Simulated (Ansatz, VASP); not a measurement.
**InSb: VASP beside Ansatz**

Aim: how closely do two programs agree when they are given the same cell, functional and k mesh? The cell is taken from a series of VASP runs on this material, whose earlier steps may have relaxed, scaled or displaced it; both programs get it as it stands.

Program: Ansatz 0.2.0. Level of theory: plane waves, with VASP 6.6.1 beside it; zone-centre phonons at LDA and zone-centre phonons at r2SCAN with rVV10. Results are calculated unless marked as measured.

**1. The starting structure**

Symmetry: F-43m, No. 216, cubic system. The conventional cell has a = 6.478 Å, b = 6.478 Å, c = 6.478 Å, α = 90.00°, β = 90.00°, γ = 90.00°. Nearest to Sb lie 4 In at 2.81 Å. Nearest to In lie 4 Sb at 2.81 Å. Farther neighbours are not listed.

**2. Ansatz: zone-centre phonons, LDA**

Ansatz runs on its default PAW (the set named soft_2) files.

Second derivatives magnify differences that forces hide, and they need a tight electronic threshold.

Contents of input.yaml:

```yaml
crystal:
  lattice:
    - [0.0, 3.2391, 3.2391]
    - [3.2391, 0.0, 3.2391]
    - [3.2391, 3.2391, 0.0]
  atoms:
    - { symbol: Sb, position: [0.75, 0.75, 0.75] }
    - { symbol: In, position: [0.0, 0.0, 0.0] }
hamiltonian:
  xc: lda
  pseudopotentials: { kind: paw }
kpoints:
  mp_grid: { grid: [10, 10, 10] }
scf:
  occupations: { method: methfessel_paxton, width: 0.15 }
phonons:
  method: dfpt
  qpoints: [[0, 0, 0]]
```

Launch:

```sh
> ansatz run input.yaml --threads 4 --pin off --max-ram 9216MiB --backend cpu --events-out ev --progress --plain --runs-dir out
```

Numbers of over 12 decimals in the logs are rounded to 6 here.

The log of the run:

```text
zone centre: on kpoints.mp_grid the ground state, and the responses unless they are solved on pairs of k-points, stand on 102 of the mesh's 1000 k-points, reduced under 8 symmetry operations, with k and −k counted as one. Each operation leaves every solved displacement unchanged or reverses it
Engine: ansatz 0.2.0, aarch64-unknown-linux-gnu
Pseudopotentials: kind: paw
Pseudopotential: Sb, paw, valence charge 15, recommended cutoff 420 eV (normal), Sb.paw.azcp
Pseudopotential: In, paw, valence charge 13, recommended cutoff 420 eV (normal), In.paw.azcp
Functional definition: SPW92
  exchange = slater_x
  correlation = pw_c
Crystal: 2 atoms, lattice volume = 67.968 Å³
Basis set: ecut = 420 eV, 1363 PW (Γ), exchange–correlation on 64×64×64 points (8 copies of the dense FFT grid, shifted against one another)
Bands: 18, of which v1, the nominal top of the filled ones, is band 14 counted from 1 (13 counted from 0)
Symmetry: 24 space group operations
k-points: 102 of 1000 (irreducible under 8 space group operations, time reversal used)
Non-local potential: Sb, projectors of the file, l = 0: 2, l = 1: 2, l = 2: 2, l = 3: 2
Non-local potential: In, projectors of the file, l = 0: 2, l = 1: 2, l = 2: 2, l = 3: 2
PAW form: soft (Blöchl's): semilocal exchange-correlation on the pseudo side does not see the compensation charge
PAW frozen core: Sb, regenerated for the run's functional, and the local potential with it (the file was generated under x = pbe(κ = 0.804, μ = 0.219515), c = pbe(β = 0.066725))
PAW frozen core: In, regenerated for the run's functional, and the local potential with it (the file was generated under x = pbe(κ = 0.804, μ = 0.219515), c = pbe(β = 0.066725))
PAW one-centre angular grid: Sb, 590 points (default); XC on 64 Gauss nodes
PAW one-centre angular grid: In, 590 points (default); XC on 64 Gauss nodes
Initial density: superposition of atomic densities (neutral atoms: chi_scale 0, normalization atom), corrected by the library's trained network
Initial wavefunctions: pseudopotential atomic-orbital guess
Functional: x = slater, c = lda
SCF iter   1: F=—  HF=-11793.164173 eV  |F-HF|=—  |Δ(HF+E_count)|=         —  Δρ=6.96e-3  dr2=2.15e-2  ethr=1.77e-3  ⟨swp⟩=5.7  Hψ=9748  notcnv=0
preconditioner: auto → none  [insulator: Δε(μ)=0.144 eV  Ē_g=13.908 eV  σ=0.150 eV  W_gap=0.55  n_scr=14 (ndim 8)  ℏωp=19.1 eV  f_vac=0.112  D(μ)=0.08/eV (n_scr^D=0)  ε∞_Penn≈2.9]
SCF iter   2: F=—  HF=-11793.155916 eV  |F-HF|=—  |Δ(HF+E_count)|=   8.26e-3  S|Δr|=    0.00e0  Δρ=2.23e-3  dr2=1.39e-3  ethr=7.69e-5  ⟨swp⟩=2.4  Hψ=4087  notcnv=0
SCF iter   3: F=—  HF=-11793.155907 eV  |F-HF|=—  |Δ(HF+E_count)|=   8.91e-6  S|Δr|=    0.00e0  Δρ=7.08e-4  dr2=1.72e-4  ethr=4.95e-6  ⟨swp⟩=2.0  Hψ=2616  notcnv=0
SCF iter   4: F=—  HF=-11793.155918 eV  |F-HF|=—  |Δ(HF+E_count)|=   1.16e-5  S|Δr|=    0.00e0  Δρ=1.69e-4  dr2=2.28e-5  ethr=6.16e-7  ⟨swp⟩=2.2  Hψ=2577  notcnv=0
SCF iter   5: F=—  HF=-11793.155911 eV  |F-HF|=—  |Δ(HF+E_count)|=   7.34e-6  S|Δr|=    0.00e0  Δρ=1.50e-5  dr2=1.48e-7  ethr=8.13e-8  ⟨swp⟩=2.0  Hψ=2755  notcnv=0
SCF iter   6: F=—  HF=-11793.155911 eV  |F-HF|=—  |Δ(HF+E_count)|=   8.57e-8  S|Δr|=    0.00e0  Δρ=2.23e-6  dr2=3.64e-9  ethr=5.30e-10  ⟨swp⟩=2.0  Hψ=2716  notcnv=0
SCF iter   7: F=—  HF=-11793.155911 eV  |F-HF|=—  |Δ(HF+E_count)|=   1.21e-9  S|Δr|=    0.00e0  Δρ=3.18e-7  dr2=5.87e-11  ethr=1.30e-11  ⟨swp⟩=2.0  Hψ=2245  notcnv=0
SCF iter   8: F=-11793.155911 eV  HF=-11793.155911 eV  |F-HF|=3.64e-12  |Δ(HF+E_count)|=  9.09e-12  S|Δr|=    0.00e0  Δρ=2.81e-8  dr2=2.61e-13  ethr=1.00e-12  ⟨swp⟩=6.6  Hψ=9523  notcnv=0
SCF 1 converged in 8 iterations: F = -11793.155911 eV  dr2 = 2.61e-13
  greatest PAW one-centre occupation: 0.998 electrons in one spin orbital (limit 2), on the Sb atom at site 0 (counted from 0), in its partial waves of l = 2
DFPT response loops at Γ: preconditioner auto → Kerker (q_TF=auto, 2.353 Å⁻¹) (partly filled bands, converged f_vac=0.099); β = 1.00, the filter's whole step (`scf.mixing.beta` (0.50) is not read by the response loops under this deck's `scf.mixing.preconditioner`; to damp them name `kerker` or `kerker_dos`, under which they read `scf.mixing.beta`, and type it under 1.00, their step now; both keys bind the ground state too); Broyden in place of MSR1
SCF converged after 8 iterations
Stability not checked: this state was not tested for a lower state beside it, because cold or Methfessel-Paxton smearing, or corrected tetrahedra, fill the levels in a way that the test cannot read (fill_not_monotonic; see scf.lower_state_search)
Free energy (F): -11793.155911 eV
Harris-Foulkes:  -11793.155911 eV  (|F-HF|=3.64e-12)
Internal energy: -11793.156198 eV  (E = F + TS)
E sigma→0 (E₀):  -11793.155983 eV
Entropy (-TS):   0.000287 eV (0.144 meV/atom)
Fermi energy:    7.061984 eV
Step filling:    the computed levels leave a gap of 0.0000 eV = 0.0 smearing widths at the electron count; against every level under it full and every level over it empty, smearing changes F+E_penalty+E_count by +0.098 meV and its σ→0 estimate by +0.026 meV
--- Per-component energies (eV) ---
  E_band       = -268.573152
  E_kinetic    = 452.823506
  E_local      = -3209.051111  (includes V_loc(G=0)·N_el)
  E_nonlocal   = 737.074844
  E_hartree    = 1374.820869
  E_xc         = -351.280108
  E_vxc        = -198.312823  (∫ρ·V_xc dr)
  E_paw        = -8443.134997  (= ΣΔE_a)
  E_vpaw       = -800.749328  (= ΣTr[D̂ρ^β])
  E_aug_tail   = 0.000023  (compensation charges beyond the density's cutoff)
  E_ewald      = -2355.252583
  E_core_change = 0.843360  (= ΣΔE_core)
  E_smearing   = 0.000287  (= −TS)
  E_closure    = 0.000000  (closes the sum)
  Σ components = -11793.155911   (vs F -11793.155911, Δ=0.00e0)
--- Band table (eV; the first three rows and the last of 102) ---
  k-point 0: bands = [... 10 lower, -3.7346, 6.6439, 7.0666, 7.0666, 7.0666, 9.9996, 9.9996, 9.9996]
  k-point 1: bands = [... 10 lower, -3.6433, 5.4699, 6.9255, 6.9255, 7.7832, 10.1882, 10.1947, 10.1947]
  k-point 2: bands = [... 10 lower, -3.3804, 4.0472, 6.6228, 6.6228, 7.8931, 10.5831, 10.5831, 11.0671]
  k-point 101: bands = [... 10 lower, -1.7360, 1.1846, 4.2417, 4.3571, 10.1126, 10.2420, 12.0462, 12.4023]
--- Phonons (Γ-DFPT): 2 representative perturbations + reference, on 102 of 1000 k-points (Σ response iterations 6) ---
  k mesh reduced under 8 symmetry operations, with k and −k counted as one. Each operation leaves every solved displacement unchanged or reverses it
  ASR residual: 1.368e-4 → 0.000e0 eV/Å²; symmetrization residual: 1.218e-5 eV/Å²
  ASR residual per site (eV/Å²): 7.86e-5 1.37e-4
  Γ frequencies (cm⁻¹): 0.00 0.00 0.00 173.43 173.43 173.43
  non-analytic LO–TO correction: not included (Born effective charges unavailable; polar crystals: no LO–TO splitting at Γ)
--- Phonons (arbitrary-q DFPT): 1 explicit q-point ---
  q = [0, 0, 0] (of the zone-centre solve; hermiticity 3.73e-6, symmetrization 1.90e-13): -0.00 -0.00 0.00 173.43 173.43 173.43
  sum rule: each row above includes the acoustic sum rule's correction from the zone centre's row sums; it moved no ω² by more than (0.57 cm⁻¹)²
```

Elapsed: 11 s, on 4 threads of Arm Neoverse V2, shared host; peak memory 0.67 GiB.

The column dr2 measures how far the density is from self-consistency, as an energy; F and HF (Harris–Foulkes) agree once it is small.

**3. VASP: zone-centre phonons, LDA**

The same cell, functional (in two slightly different forms), mesh and smearing now go to VASP, with its own data sets and cutoff.

Lines of VASP's logs that name or quote its potential files are left out, and so is its time.

Contents of INCAR:

```
SYSTEM = InSb
PREC = Accurate
ENCUT = 450
EDIFF = 1E-08
NELM = 100
ISMEAR = 1
SIGMA = 0.15
LREAL = .FALSE.
ALGO = Normal
GGA = CA
NBANDS = 15
LORBIT = 11
LWAVE = .FALSE.
LCHARG = .FALSE.
KPAR = 2
IBRION = 8
ISIF = 2
```

Contents of POSCAR:

```
InSb
1.0
    0.0000000000      3.2391000000      3.2391000000
    3.2391000000      0.0000000000      3.2391000000
    3.2391000000      3.2391000000      0.0000000000
Sb In
1 1
Direct
    0.7500000000      0.7500000000      0.7500000000
    0.0000000000      0.0000000000      0.0000000000
```

Contents of KPOINTS:

```
Automatic mesh
0
Gamma
10 10 10
0 0 0
```

PAW data sets: Sb and In_d (LDA family, release 64).

Launch:

```sh
> mpirun -np 2 vasp_std
```

The log of the run:

```text
[banner, memory and clock lines left out]
running    2 mpi-ranks, on    1 nodes
 distrk:  each k-point on    1 cores,    2 groups
 distr:  one band on    1 cores,    1 groups

 POSCAR found type information on POSCAR SbIn
 POSCAR found :  2 types and       2 ions
 LDA part: xc-table for (Slater(with rela. corr.)+CA(PZ))
 , standard interpolation
 POSCAR, INCAR and KPOINTS ok, starting setup
 FFT: planning ... GRIDC
 FFT: planning ... GRID_SOFT
 FFT: planning ... GRID
 WAVECAR not read
 entering main loop
       N       E                     dE             d eps       ncg     rms          rms(c)
DAV:   1     0.108757998273E+03    0.10876E+03   -0.73148E+03  1410   0.109E+03
DAV:   2    -0.142887338563E+01   -0.11019E+03   -0.10741E+03  1550   0.273E+02
DAV:   3    -0.817317138450E+01   -0.67443E+01   -0.67205E+01  1802   0.738E+01
DAV:   4    -0.836231547050E+01   -0.18914E+00   -0.18909E+00  1796   0.147E+01
DAV:   5    -0.837195551809E+01   -0.96400E-02   -0.96399E-02  2090   0.259E+00    0.431E+00
DAV:   6    -0.824652760286E+01    0.12543E+00   -0.15805E-01  2065   0.646E+00    0.244E+00
DAV:   7    -0.821628705894E+01    0.30241E-01   -0.68343E-02  1918   0.253E+00    0.540E-01
DAV:   8    -0.821457011733E+01    0.17169E-02   -0.70400E-03  1953   0.103E+00    0.301E-01
DAV:   9    -0.821465689373E+01   -0.86776E-04   -0.60979E-04  1739   0.236E-01    0.767E-02
DAV:  10    -0.821464613466E+01    0.10759E-04   -0.35752E-05  1749   0.472E-02    0.325E-02
DAV:  11    -0.821465004076E+01   -0.39061E-05   -0.97778E-06  1634   0.422E-02    0.208E-02
DAV:  12    -0.821464988985E+01    0.15091E-06   -0.72289E-07  2080   0.101E-02    0.540E-03
DAV:  13    -0.821464990063E+01   -0.10783E-07   -0.11698E-07  1669   0.345E-03    0.259E-03
DAV:  14    -0.821464989538E+01    0.52494E-08   -0.10930E-08  1384   0.134E-03
   1 F= -.82146499E+01 E0= -.82147462E+01  d E =0.289049E-03
 Linear response reoptimize wavefunctions to high precision
DAV:   1    -0.821464989557E+01   -0.18485E-09   -0.29062E-09  1788   0.357E-04
DAV:   2    -0.821464989555E+01    0.12051E-10   -0.61461E-11   992   0.679E-05
 Linear response DOF=           2
 Linear response progress:
  Degree of freedom:   1/  2
       N       E                     dE             d eps       ncg     rms          rms(c)
RMM:   1    -0.291591426954E-01   -0.29159E-01    0.27990E-02  9454   0.147E+00
RMM:   2    -0.274492672082E-01    0.17099E-02   -0.11512E-04  8501   0.534E-01    0.859E-02
RMM:   3    -0.278006025097E-01   -0.35134E-03   -0.10762E-03  9453   0.182E-01    0.382E-02
RMM:   4    -0.278451364541E-01   -0.44534E-04   -0.85262E-05  9668   0.636E-02    0.108E-02
RMM:   5    -0.278624951556E-01   -0.17359E-04   -0.13255E-05  9616   0.254E-02    0.462E-03
RMM:   6    -0.278561195696E-01    0.63756E-05   -0.12876E-06  9797   0.712E-03    0.166E-03
RMM:   7    -0.278533256886E-01    0.27939E-05   -0.16155E-07 10020   0.279E-03    0.660E-04
RMM:   8    -0.278534329392E-01   -0.10725E-06   -0.11457E-08 10299   0.916E-04    0.326E-04
RMM:   9    -0.278537035320E-01   -0.27059E-06    0.21823E-08 10440   0.406E-04    0.460E-05
RMM:  10    -0.278536634824E-01    0.40050E-07   -0.38855E-09 10325   0.147E-04    0.376E-05
RMM:  11    -0.278536865659E-01   -0.23083E-07   -0.11867E-08 10931   0.643E-05    0.982E-06
RMM:  12    -0.278536770956E-01    0.94702E-08   -0.92571E-11 10057   0.269E-05    0.150E-05
 first order change of Fermi-energy   0.28493E-03
 force on displaced ion       1 direction 1 :  -6.608  -0.000  -0.000
 Linear response progress:
  Degree of freedom:   2/  2
       N       E                     dE             d eps       ncg     rms          rms(c)
RMM:   1    -0.237004570673E+00   -0.23700E+00   -0.12135E-01  6916   0.468E+00
RMM:   2    -0.239272990438E+00   -0.22684E-02   -0.11172E-02  8647   0.950E-01    0.708E-02
RMM:   3    -0.239236444331E+00    0.36546E-04   -0.13084E-03  9465   0.298E-01    0.346E-02
RMM:   4    -0.239089943965E+00    0.14650E-03   -0.11106E-04  9671   0.928E-02    0.180E-02
RMM:   5    -0.239050500472E+00    0.39443E-04   -0.96858E-06 10168   0.367E-02    0.654E-03
RMM:   6    -0.239054188321E+00   -0.36878E-05   -0.19382E-06 10197   0.117E-02    0.205E-03
RMM:   7    -0.239062435786E+00   -0.82475E-05    0.22158E-06 10142   0.370E-03    0.717E-04
RMM:   8    -0.239061568356E+00    0.86743E-06   -0.43904E-07 10191   0.153E-03    0.400E-04
RMM:   9    -0.239060778322E+00    0.79003E-06    0.33162E-07 10425   0.624E-04    0.139E-04
RMM:  10    -0.239060322298E+00    0.45602E-06   -0.59903E-07 10226   0.292E-04    0.319E-05
RMM:  11    -0.239060346592E+00   -0.24294E-07   -0.25452E-07 10566   0.143E-04    0.200E-05
RMM:  12    -0.239060295482E+00    0.51110E-07    0.35765E-08 10867   0.753E-05    0.581E-06
RMM:  13    -0.239060311941E+00   -0.16458E-07   -0.10914E-07 10250   0.434E-05    0.119E-05
RMM:  14    -0.239060288650E+00    0.23290E-07    0.99763E-08  9169   0.291E-05    0.625E-06
RMM:  15    -0.239060306218E+00   -0.17568E-07    0.57106E-08  8141   0.216E-05    0.896E-06
RMM:  16    -0.239060290531E+00    0.15687E-07    0.79338E-08  6270   0.178E-05    0.782E-06
RMM:  17    -0.239060296156E+00   -0.56250E-08    0.72467E-08  6082   0.158E-05    0.543E-06
 first order change of Fermi-energy  -0.32190E-04
 force on displaced ion       2 direction 1 :  -6.650  -0.000  -0.000
 Linear response finished
```

Parts of OUTCAR (step 3):

```text
ion  position               nearest neighbor table
   1  0.750  0.750  0.750-   2 2.81   2 2.81   2 2.81   2 2.81
   2  0.000  0.000  0.000-   1 2.81   1 2.81   1 2.81   1 2.81

  LATTYP: Found a face centered cubic cell.
 ALAT       =     6.4782000000

 Subroutine GETGRP returns: Found 24 space group operations
 (whereof 24 operations were pure point group operations)

The static configuration has the point symmetry T_d .

 Found     47 irreducible k-points:

   k-points           NKPTS =     47   k-points in BZ     NKDIM =     47   number of bands    NBANDS=     15

   dimension x,y,z NGX =    32 NGY =   32 NGZ =   32
   dimension x,y,z NGXF=    64 NGYF=   64 NGZF=   64

   ENCUT  =  450.0 eV  33.07 Ry    5.75 a.u.   7.92  7.92  7.92*2*pi/ulx,y,z

   NELECT =      18.0000    total number of electrons

 k-points in reciprocal lattice and weights: Automatic mesh
   0.00000000  0.00000000  0.00000000       0.001
   0.10000000  0.00000000  0.00000000       0.008
   0.20000000  0.00000000  0.00000000       0.008
   0.30000000  0.00000000  0.00000000       0.008
   0.40000000  0.00000000  0.00000000       0.008
   0.50000000  0.00000000  0.00000000       0.004
   0.10000000  0.10000000  0.00000000       0.006
   0.20000000  0.10000000  0.00000000       0.024
   0.30000000  0.10000000  0.00000000       0.024
[...]
-0.30000000  0.40000000  0.20000000       0.024
  -0.30000000  0.50000000  0.20000000       0.012

 average (electrostatic) potential at core
       1 -88.2865       2 -95.8144

  Total       -0.2054010     -0.2054010     -0.2054010     -0.0000000      0.0000000     -0.0000000
  in kB       -4.8418350     -4.8418350     -4.8418350     -0.0000000      0.0000000     -0.0000000
  external PRESSURE =      -4.8418350 kB  Pullay stress =       0.0000000 kB

  energy-cutoff  :      450.00
  volume of cell :       67.97
      direct lattice vectors                 reciprocal lattice vectors
     0.000000000  3.239100000  3.239100000    -0.154363867  0.154363867  0.154363867
     3.239100000  0.000000000  3.239100000     0.154363867 -0.154363867  0.154363867
     3.239100000  3.239100000  0.000000000     0.154363867  0.154363867 -0.154363867

 POSITION                                       TOTAL-FORCE (eV/Angst)
 -----------------------------------------------------------------------------------
      4.85865      4.85865      4.85865        -0.000000      0.000000      0.000000
      0.00000      0.00000      0.00000         0.000000     -0.000000     -0.000000
 -----------------------------------------------------------------------------------
    total drift:                                0.000000      0.000000      0.000000

 Eigenvectors and eigenvalues of the dynamical matrix
 ----------------------------------------------------

   1 f  =    5.236545 THz    32.902183 2PiTHz  174.672339 cm-1    21.656600 meV
             X         Y         Z           dx          dy          dz
      4.858650  4.858650  4.858650     0.000000    0.695535    0.000000
      0.000000  0.000000  0.000000     0.000000   -0.718492    0.000000

   2 f  =    5.236545 THz    32.902183 2PiTHz  174.672339 cm-1    21.656600 meV
             X         Y         Z           dx          dy          dz
      4.858650  4.858650  4.858650    -0.695535    0.000000    0.000000
      0.000000  0.000000  0.000000     0.718492    0.000000    0.000000

   3 f  =    5.236545 THz    32.902183 2PiTHz  174.672339 cm-1    21.656600 meV
             X         Y         Z           dx          dy          dz
      4.858650  4.858650  4.858650     0.000000    0.000000   -0.695535
      0.000000  0.000000  0.000000     0.000000    0.000000    0.718492

   4 f/i=    0.008300 THz     0.052153 2PiTHz    0.276872 cm-1     0.034328 meV
             X         Y         Z           dx          dy          dz
      4.858650  4.858650  4.858650     0.718492    0.000000    0.000000
      0.000000  0.000000  0.000000     0.695535    0.000000    0.000000

   5 f/i=    0.008300 THz     0.052153 2PiTHz    0.276872 cm-1     0.034328 meV
             X         Y         Z           dx          dy          dz
      4.858650  4.858650  4.858650     0.000000   -0.718492    0.000000
      0.000000  0.000000  0.000000     0.000000   -0.695535    0.000000

   6 f/i=    0.008300 THz     0.052153 2PiTHz    0.276872 cm-1     0.034328 meV
             X         Y         Z           dx          dy          dz
      4.858650  4.858650  4.858650     0.000000    0.000000    0.718492
      0.000000  0.000000  0.000000     0.000000    0.000000    0.695535

 ELASTIC MODULI CONTR FROM IONIC RELAXATION (kBar)
 Direction    XX          YY          ZZ          XY          YZ          ZX
 --------------------------------------------------------------------------------
 XX          -0.0000      0.0000      0.0000     -0.0000      0.0000      0.0000
 YY           0.0000     -0.0000      0.0000     -0.0000     -0.0000     -0.0000
 ZZ           0.0000      0.0000     -0.0000      0.0000     -0.0000      0.0000
 XY          -0.0000     -0.0000      0.0000   -174.8276      0.0000      0.0000
 YZ           0.0000     -0.0000     -0.0000      0.0000   -174.8276      0.0000
 ZX           0.0000     -0.0000      0.0000      0.0000      0.0000   -174.8276
 --------------------------------------------------------------------------------
```

**4. Side by side**

Known differences besides the potentials themselves: the two LDA forms differ slightly; the data sets hold 28 valence electrons in Ansatz (default PAW (the set named soft_2) files) and 18 in VASP; the cutoff is 420 eV in Ansatz and 450 eV in VASP; VASP's log shows a relativistic correction to its local exchange, Ansatz's none. Total energies have different zeros and are not compared.

Compared:

| quantity | Ansatz | VASP | difference |
| --- | --- | --- | --- |
| optical mode 1 to 3 (cm⁻¹) | 173.4 | 174.7 | -0.71 % |

Modes are paired by rising frequency and degeneracy, not by their patterns, so a pair may still set unlike modes beside each other.

[end of part 1 of 2]

[Lines on the potential files, build, host, timing and source positions are cut from VASP's logs without a mark.]

[Logs are printed without paths, hosts, clocks, repeated set-up lines and the standing remarks that a program may print on its own settings, such as how far it seeks lower states.]

[Hosts, paths, dates, database ids (printed as entryN), source tags and the programs' standing remarks are cut or masked in the printed files.]
